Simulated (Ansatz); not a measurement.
α-phase Li3N, treated with G0W0@HSE06 (Ansatz, an electronic-structure program, hard PAW, contour deformation).

The same calculation (at the measured cell, 11.163 Å³/atom) with different numerical settings; throughout: k mesh 3×3×2:

| run | response cutoff (eV) | empty bands | quasiparticle gap on the mesh (eV) | quasiparticle gap at Γ (eV) | rough time |
|---|---|---|---|---|---|
| 1 | 100 | 186 | 2.129 | 2.357 | 50 core-s |
| 2 | 150 | 342 | 2.281 | 2.502 | 100 core-s |
| 3 | 200 | 527 | 2.360 | 2.577 | 4 core-min |
| 4 | 250 | 736 | 2.405 | 2.619 | 8 core-min |
| 5 | 300 | 968 | 2.433 | 2.646 | 10 core-min |
| 6 | 400 | 1490 | (withheld) | (withheld) | 30 core-min |

Some entries are withheld; supply them.


- 6, quasiparticle gap on the mesh (eV): 2.464
- 6, quasiparticle gap at Γ (eV): 2.675

In the column quasiparticle gap on the mesh (eV) the first row differs from the last by -0.335 and the next to last by -0.031.

The last row is no converged limit: other settings stay fixed.

Note: GW on a hybrid start was not checked against another program.
